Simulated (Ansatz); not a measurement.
LaScO3: a ladder of calculations

Cell of run 1: an entry of the Crystallography Open Database (COD).

Space group Pnma (No. 62); a = 5.7907, b = 8.0945, c = 5.6803 Å.

```csv
site,Wyckoff,site symmetry,x,y,z
La,4c,.m.,0.9572,0.2500,0.0100
Sc,4b,-1,0.5000,0.0000,0.0000
O9,8d,1,0.2958,0.9479,0.7073
O17,4c,.m.,0.5277,0.2500,0.9032
```

One atom of each set is listed.

Relaxed positions (PBE, cell held):

La (0.9553, 0.2500, 0.0110)
Sc (0.5000, 0.0000, 0.0000)
O9 (0.2967, 0.9468, 0.7035)
O17 (0.5336, 0.2500, 0.8997)

All runs are DFT with Ansatz 0.2.0 (plane waves and PAW, scalar-relativistic unless spin–orbit coupling is named, Γ-centred meshes, Fermi–Dirac smearing where given) in this cell.

Run 1: PBE, atoms as given; 420 eV, 4×3×4 k-points, smearing 0.02 eV.
Run 2: PBE, atoms relaxed; 420 eV, 4×3×4 k-points, smearing 0.02 eV.
Run 3: r2SCAN, at the relaxed atoms; 500 eV, 4×3×4 k-points, smearing 0.02 eV.
Run 4: PBE with spin–orbit coupling, at the relaxed atoms; 420 eV, 4×3×4 k-points, smearing 0.02 eV.

(1) What does each run give, and what moves the gradients most?

Answers

(1) 

```
run    La V_zz (η)   Sc V_zz (η)  O9 V_zz (η)  O17 V_zz (η)
  1  -12.42 (0.03)  -1.24 (0.73)  2.00 (0.29)   1.08 (0.03)
  2  -12.92 (0.05)  -0.74 (0.98)  1.94 (0.23)   0.84 (0.26)
  3  -13.16 (0.04)  -0.72 (0.91)  1.91 (0.19)   0.86 (0.15)
  4  -12.96 (0.05)  -0.74 (0.98)  1.94 (0.23)   0.84 (0.26)
```

V_zz in 10²¹ V/m². Against run 1, the gradient tensors on these sites move by at most 1.60 in run 2 (La), 1.72 in run 3 (La), 1.61 in run 4 (La). Taken one at a time, the positions of the atoms (as given or relaxed) move the tensors on these sites by up to 1.60 (largest principal value of the change, on La), the functional (r2SCAN with its higher cutoff) by 0.25 (La), spin–orbit coupling by 0.05 (La).

Run 1: The values hang on the deposited positions: relaxing the atoms moves V_zz on Sc from -1.24 to -0.74, on O17 from 1.08 to 0.84.
